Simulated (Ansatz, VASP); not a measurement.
# Li2F3 in VASP and in Ansatz

```
Li F
1.0
     3.14404    0.00000    0.00000
    -1.57202    2.72282    0.00000
     0.00000    0.00000    5.89696
Li F
2 3
Direct
  0.33333 0.66667 0.23012
  0.66667 0.33333 0.76988
  0.00000 0.00000 0.00000
  0.33333 0.66667 0.67304
  0.66667 0.33333 0.32696
```

Alike in both runs: functional PBE; k mesh 6 × 6 × 4; occupations gaussian, width 0.1 eV; collinear spin.

Ansatz relaxed the structure, and its values are those at the end. VASP's run is a single point on that final structure, the one shown.

|  | VASP | Ansatz |
| --- | --- | --- |
| version | VASP 6.6.1 | Ansatz 0.2.0 |
| potentials or method | VASP PAW PBE potentials, release 64 (Li_sv, F) | scalar-relativistic, plane waves, PAW |
| plane-wave cutoff (eV) | 520 | 420 |
| valence electrons in the cell | 27 | 27 |

```tsv
	VASP	Ansatz	Ansatz less VASP
gap on the k mesh at the Fermi level (eV)	none	none	-
rms of the force components (eV/Å)	0.006	0.002	-0.0038
net moment per atom (μB)	0.20	0.20	0.000
size of the moment on the site where the two differ most (μB)	0.30	0.33	+0.028
```

Site moments also hang on the region over which each program counts them. A gap of «none» marks a metal or a gap that the smearing closes.

Caveats: the k mesh is coarse (spacing up to 0.38 Å⁻¹), so the values aren't converged.
